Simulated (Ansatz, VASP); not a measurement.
**Two plane-wave programs on GaN**

```xyz
4
Lattice="3.2781 0.0000 0.0000 -1.6390 2.8389 0.0000 0.0000 0.0000 5.2632" Properties=species:S:1:pos:R:3 pbc="T T T"
Ga    0.0000    1.8926    5.2590
Ga    1.6390    0.9463    2.6274
N     0.0000    1.8926    1.9779
N     1.6390    0.9463    4.6095
```

Change from the starting cell: strain +0.030 along x and y, +0.015 along z, atoms carried along.

Alike in both runs: task single point; functional PBEsol; k mesh 12 × 12 × 6; occupations gaussian, width 0.05 eV; no spin polarisation.

|  | VASP | Ansatz |
| --- | --- | --- |
| version | VASP 6.6.1 | Ansatz 0.2.0 |
| potentials or method | VASP PAW PBE potentials, release 64 (Ga_d, N) | scalar-relativistic, plane waves, PAW |
| plane-wave cutoff (eV) | 520 | 420 |
| valence electrons in the cell | 36 | 36 |

Ansatz gave:

| Item | Value |
| --- | --- |
| gap on the k mesh at the Fermi level (eV) | 1.42 |
| least direct gap on the mesh (eV) | 1.42 |
| pressure (GPa) | -11.8 |
| largest component of the traceless stress (GPa) | 3.00 |
| rms of the force components (eV/Å) | 0.062 |

Q: Estimate VASP's values.

A: gap on the k mesh at the Fermi level (eV): 1.43; least direct gap on the mesh (eV): 1.43; pressure (GPa): -12.0; largest component of the traceless stress (GPa): 3.02; rms of the force components (eV/Å): 0.060.

Atom by atom the forces differ by 0.001 eV/Å (rms over components). The functional is the same, so the differences come from potentials, cutoffs and numerics.

Caveats: the PAW data sets were made with another functional, which shifts forces and pressure a little (VASP).
